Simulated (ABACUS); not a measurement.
# GaAs: single point with WC

**Experimental background.**

From “Evidence of valence band perturbations in GaAsN/GaAs(001): A combined variable-angle spectroscopic ellipsometry and modulated photoreflectance investigation”, 2008, arxiv:0805.2212, for a bulk crystal of GaAs at 300 K: band gap 1.418 ± 0.005 eV (direct).

The system is GaAs.

```
As Ga
1.0
     0.00000    2.82685    2.82685
     2.82685    0.00000    2.82685
     2.82685    2.82685    0.00000
As Ga
1 1
Cartesian
  4.2403 4.2403 4.2403
  0.0000 0.0000 0.0000
```

| Property | Result |
| --- | --- |
| Program | ABACUS 3.10.1 |
| Task | single point |
| Functional | WC |
| Potentials or basis | PseudoDojo NC SR 0.4 PBEsol stringent |
| Cutoff | 1551 eV |
| Density cutoff | 6204 eV |
| Basis | plane waves |
| k mesh | 6 × 6 × 6 |
| Occupations | fermi-dirac, width 0.05 eV |
| Spin | no spin polarisation |
| Radial cutoff of the potentials (pseudo_rcut) | 7 bohr |
| SCF threshold on the density | 1e-08 |
| Max SCF steps | 100 |
| Eigensolver | dav |
| Mixing | broyden |
| Mixing share | 0.7 |
| Symmetry key | 1 |
| Bands | 33 |

| Item | Value |
| --- | --- |
| Pressure | 0.2 GPa |
| Band gap on the k mesh | 0.39 eV, direct |

Levels at points of the mesh, in eV from the valence-band top:
| k point | band 20 | band 21 | band 22 | band 23 | band 24 | band 25 |
| --- | --- | --- | --- | --- | --- | --- |
| (0.00, 0.00, 0.00) | 0.00 | 0.00 | 0.00 | 0.39 | 3.70 | 3.70 |
| (0.50, 0.50, 0.50) | -6.68 | -1.14 | -1.14 | 0.90 | 4.60 | 4.60 |
| (0.50, 0.50, 0.00) | -6.85 | -2.69 | -2.69 | 1.34 | 1.57 | 10.11 |

Run time: 23 s on 4 MPI ranks on Intel(R) Xeon(R) Platinum 8223CL CPU @ 3.00GHz (Skylake/Cascade Lake) (shared host), peak memory 0.56 GiB a rank.

Measured gap of GaAs: 1.418 eV (direct; 300 K; “Evidence of valence band perturbations in GaAsN/GaAs(001): A combined variable-angle spectroscopic ellipsometry and modulated photoreflectance investigation”, 2008, arxiv:0805.2212). This calculation gives 0.39 eV (-1.03 eV). So large a miss can be the level of theory's own, or it may mean another phase, state or a wrong row. 3 values of this kind are on record (1.412 to 1.51 eV); this one was drawn at random among those near their median, those with a stated uncertainty first. Spin-orbit coupling on As, Ga is left out. The value is that of WC, without temperature or zero-point motion. Semilocal functionals fall short of measured gaps as a rule.

Caveat: the potentials were made for another functional, which shifts forces and pressure.
